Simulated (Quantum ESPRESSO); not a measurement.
# HgTe (Coloradoite) (F-43m) in Quantum ESPRESSO: single point with rPW86PBE+rVV10

Aim: the single point of HgTe (Coloradoite) with rPW86PBE+rVV10.

Program: Quantum ESPRESSO 7.5. These are calculated values, not measurements. Logs are shortened: lines on timing, memory, paths and dates and some standing lists are left out, and cuts for length are marked.

## (1) The undisturbed crystal

It takes space group F-43m (No. 216, cubic). The conventional cell has a = 6.429 Å, b = 6.429 Å, c = 6.429 Å, α = 90.00°, β = 90.00°, γ = 90.00°. Around Hg (site symmetry -43m) lie 4 Te at 2.78 Å. Te (site symmetry -43m) has 4 Hg at 2.78 Å as nearest neighbours.

## (2) Single point, rPW86PBE+rVV10 (cell strained at random at fixed volume)

pw.in reads:

```
&CONTROL
  calculation = 'scf'
  prefix = 'pwscf'
  outdir = './tmp'
  pseudo_dir = './pseudo'
  tprnfor = .true.
  tstress = .true.
  disk_io = 'nowf'
/
&SYSTEM
  ibrav = 0
  nat = 2
  ntyp = 2
  ecutwfc = 82
  nbnd = 26
  input_dft = 'rvv10'
  occupations = 'smearing'
  smearing = 'fd'
  degauss = 0.00183747
/
&ELECTRONS
  conv_thr = 4d-10
  electron_maxstep = 120
  mixing_beta = 0.5
/
ATOMIC_SPECIES
Hg   200.5920 Hg.upf
Te   127.6000 Te.upf
CELL_PARAMETERS angstrom
   0.0580300000    3.2281380000    3.1998680000
   3.2310250000    0.0028840000    3.2550130000
   3.2057730000    3.2580300000    0.0281370000
ATOMIC_POSITIONS crystal
Hg     0.0000000000    0.0000000000    0.0000000000
Te     0.7500000000    0.7500000000    0.7500000000
K_POINTS automatic
7 7 7 0 0 0
```

Potentials or basis: Ansatz NC SR PBE.

Started as:

```bash
$ OMP_NUM_THREADS=1 pw.x -in pw.in > pw.out
```

pw.out:

```text
[... set-up lines left out ...]
     Self-consistent Calculation

     iteration #  1     ecut=    82.00 Ry     beta= 0.50
     Davidson diagonalization with overlap
     ethr =  1.00E-02,  avg # of iterations =  8.2

     Threshold (ethr) on eigenvalues was too large:
     Diagonalizing with lowered threshold

     Davidson diagonalization with overlap
     ethr =  1.48E-04,  avg # of iterations =  4.3

     total energy              =    -551.19317613 Ry
     estimated scf accuracy    <       0.05298338 Ry

     iteration #  2     ecut=    82.00 Ry     beta= 0.50
     Davidson diagonalization with overlap
     ethr =  1.47E-04,  avg # of iterations =  2.7

     total energy              =    -551.20819189 Ry
     estimated scf accuracy    <       0.00781755 Ry

     iteration #  3     ecut=    82.00 Ry     beta= 0.50
     Davidson diagonalization with overlap
     ethr =  2.17E-05,  avg # of iterations =  6.1

     total energy              =    -551.20953287 Ry
     estimated scf accuracy    <       0.00066046 Ry

     iteration #  4     ecut=    82.00 Ry     beta= 0.50
     Davidson diagonalization with overlap
     c_bands:  3 eigenvalues not converged
     c_bands:  1 eigenvalues not converged
     ethr =  1.83E-06,  avg # of iterations =  6.8

     total energy              =    -551.20964571 Ry
     estimated scf accuracy    <       0.00004906 Ry

     iteration #  5     ecut=    82.00 Ry     beta= 0.50
     Davidson diagonalization with overlap
     c_bands:  1 eigenvalues not converged
     ethr =  1.36E-07,  avg # of iterations =  3.2

     total energy              =    -551.20966167 Ry
     estimated scf accuracy    <       0.00000242 Ry

     iteration #  6     ecut=    82.00 Ry     beta= 0.50
     Davidson diagonalization with overlap
     ethr =  6.71E-09,  avg # of iterations =  4.9

     total energy              =    -551.20966291 Ry
     estimated scf accuracy    <       0.00000033 Ry

     iteration #  7     ecut=    82.00 Ry     beta= 0.50
     Davidson diagonalization with overlap
     ethr =  9.05E-10,  avg # of iterations =  3.1

     total energy              =    -551.20966303 Ry
     estimated scf accuracy    <       0.00000002 Ry

     iteration #  8     ecut=    82.00 Ry     beta= 0.50
     Davidson diagonalization with overlap
     ethr =  6.07E-11,  avg # of iterations =  4.8

     total energy              =    -551.20966304 Ry
     estimated scf accuracy    <          7.0E-09 Ry

     iteration #  9     ecut=    82.00 Ry     beta= 0.50
     Davidson diagonalization with overlap
     ethr =  1.94E-11,  avg # of iterations =  2.0

     End of self-consistent calculation

     Number of k-points >= 100: set verbosity='high' to print the bands.

     the Fermi energy is     9.1265 ev

!    total energy              =    -551.20966304 Ry
     estimated scf accuracy    <          2.4E-10 Ry
     smearing contrib. (-TS)   =      -0.00001149 Ry
     internal energy E=F+TS    =    -551.20965155 Ry

     The total energy is F=E-TS. E is the sum of the following terms:
     one-electron contribution =    -318.00262648 Ry
     hartree contribution      =     167.02432360 Ry
     xc contribution           =    -110.45925739 Ry
     ewald contribution        =    -289.77209128 Ry

     convergence has been achieved in   9 iterations

     Forces acting on atoms (cartesian axes, Ry/au):

     atom    1 type  1   force =     0.00299342   -0.00848688   -0.00354601
     atom    2 type  2   force =    -0.00299342    0.00848688    0.00354601

     Total force =     0.013679     Total SCF correction =     0.000025

     Computing stress (Cartesian axis) and pressure

          total   stress  (Ry/bohr**3)                   (kbar)     P=       51.72
   0.00035508  -0.00003420  -0.00008438           52.23       -5.03      -12.41
  -0.00003420   0.00034741   0.00002854           -5.03       51.11        4.20
  -0.00008438   0.00002854   0.00035225          -12.41        4.20       51.82

=------------------------------------------------------------------------------=
   JOB DONE.
=------------------------------------------------------------------------------=
```

Wall time 8 min (1 thread of Arm Neoverse V2, shared host); peak memory 0.53 GiB.

What came out:

* Free energy: -7499.5895 eV
* Pressure: 5.2 GPa
* Largest force: 0.249 eV/Å
* Band gap on the k mesh: 0.10 eV, direct

Forces in eV/Å, atoms in the order of the input:
```
Hg   0.077 -0.218 -0.091
Te  -0.077  0.218  0.091
```

Caveat: the potentials were made for another functional, which shifts forces and pressure; spin-orbit coupling is left out, which moves the levels of the heavy elements; an odd mesh through Γ misses points on the zone boundary, where band edges often lie.
